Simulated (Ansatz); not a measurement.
# AlFe3 in Ansatz: the effect of target pressure

AlFe3:

```
Fe Al
1.0
     0.00000    2.88714    2.88714
     2.88714    0.00000    2.88714
     2.88714    2.88714    0.00000
Fe Al
3 1
Direct
  0.75000 0.75000 0.75000
  0.25000 0.25000 0.25000
  0.50000 0.50000 0.50000
  0.00000 0.00000 0.00000
```

The cell comes from a database or a generator and needn't be the stable form of this composition.

Alike in all runs:

* Program: Ansatz 0.2.0
* Task: relaxation of cell and atoms
* Functional: PBEsol
* Potentials or basis: Ansatz PAW
* Cutoff: 420 eV (not typed: the program's choice for these potentials)
* k mesh: 8 × 8 × 8
* Occupations: fermi-dirac, width 0.05 eV
* Spin: collinear spin, ferromagnetic start
* Starting moments: [3.0, 3.0, 3.0, 0.0] μB

Each run relaxes the cell or the atoms first.

```tsv
target pressure	relaxed volume (Å³/atom)	moment (μB)
0 GPa	11.33	5.72
2 GPa	11.20	5.59
5 GPa	11.02	5.40
10 GPa	?	?
20 GPa	10.15	3.16
30 GPa	9.84	3.02
```

Task: What does the run with target pressure 10 GPa give?

Result: Relaxed volume 10.76 Å³/atom; moment 5.19 μB.

Worked out: In Murnaghan's law V^(-B') rises as a straight line in P. The other rows fit best with B' = 5.4, V0 = 11.35 Å³/atom and B0 = 137 GPa, which gives 10.67 Å³/atom at 10 GPa, against the run's 10.76. A parabola through the other rows of the moment, of slope -0.128 μB per GPa there, gives 4.36 μB, against the run's 5.19.

Caveats: the plane-wave basis is chosen anew once the cell has moved, so the energies of steps on either side of that aren't comparable; the PAW data sets come from PBE, with cores solved anew for the run's functional, which leaves a small shift of forces and pressure; the volume moved by over 15 % at a fixed basis, so the end points are rough (some runs).
